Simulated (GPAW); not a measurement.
Write an ASE script for GPAW 26.7.0 that does the following.

```yaml
Task: equation of state
Functional: PBEsol
Potentials_or_basis: PAW data sets generated in the run's folder for this functional
Cutoff: 600 eV
Basis: pw
k_mesh: 9 × 9 × 9
Occupations: fermi-dirac, width 0.05 eV
Spin: collinear spin, ferromagnetic start
Starting_moments: "[1.0, 0.0, 0.0] μB"
Maxiter: 150
Eos_scales: "[0.94, 0.96, 0.98, 1.0, 1.02, 1.04, 1.06]"
```

Crystal: Si2Ni.

```xyz
3
Lattice="0.0000 2.7030 2.7030 2.7030 0.0000 2.7030 2.7030 2.7030 0.0000" Properties=species:S:1:pos:R:3 pbc="T T T"
Ni    0.0000    0.0000    0.0000
Si    4.0545    4.0545    4.0545
Si    1.3515    1.3515    1.3515
```

These files were run (other wordings do the same):

run.py

```python
from ase import Atoms
from ase.eos import EquationOfState
from ase.io import Trajectory
from ase.units import GPa
from gpaw import GPAW, PW, setup_paths

setup_paths.insert(0, '.')

atoms = Atoms(['Ni', 'Si', 'Si'],
              cell=[[0.0, 2.703, 2.703],
                    [2.703, 0.0, 2.703],
                    [2.703, 2.703, 0.0]],
              scaled_positions=[[0.0, 0.0, 0.0],
                                [0.75, 0.75, 0.75],
                                [0.25, 0.25, 0.25]],
              pbc=True)
atoms.set_initial_magnetic_moments([1.0, 0.0, 0.0])

traj = Trajectory('eos.traj', 'w')
volumes, energies = [], []
for x in [0.94, 0.96, 0.98, 1.0, 1.02, 1.04, 1.06]:
    a = atoms.copy()
    a.set_cell(atoms.cell * x**(1 / 3), scale_atoms=True)
    calc = GPAW(mode=PW(600),
                xc='PBEsol',
                kpts={'size': (9, 9, 9), 'gamma': True},
                occupations={'name': 'fermi-dirac', 'width': 0.05},
                nbands=24,
                convergence={'density': 1e-05, 'energy': 1e-05},
                maxiter=150,
                txt=f'eos-{x:.2f}.txt')
    a.calc = calc
    energies.append(a.get_potential_energy(force_consistent=True))
    volumes.append(a.get_volume())
    p = -a.get_stress()[:3].mean() / GPa
    calc.write(f'eos-{x:.2f}.gpw')
    traj.write(a)
    print(f'{x:.2f} {volumes[-1]:10.4f} A^3 {energies[-1]:14.6f} eV {p:9.3f} GPa', flush=True)

v0, e0, B = EquationOfState(volumes, energies, eos='birchmurnaghan').fit()
print(f'V0 = {v0:.4f} A^3, E0 = {e0:.6f} eV, B0 = {B / GPa:.2f} GPa')
```

Potentials or basis: PAW data sets generated in the run's folder for this functional, pw.

The run is started by

```console
$ gpaw-setup -f PBEsol Ni Si
$ OMP_NUM_THREADS=1 python run.py
```

Results of the run:

```
Equilibrium volume                      : 13.20 Å³/atom
Bulk modulus                            : 154 GPa
Pressure derivative of the bulk modulus : 3.8
```

Caveat: the stock nickel data set gives pressures a few GPa off other programs.

Wall time 12 min on 1 thread of Arm Neoverse N1, with other jobs on the host, peak memory 0.29 GiB.
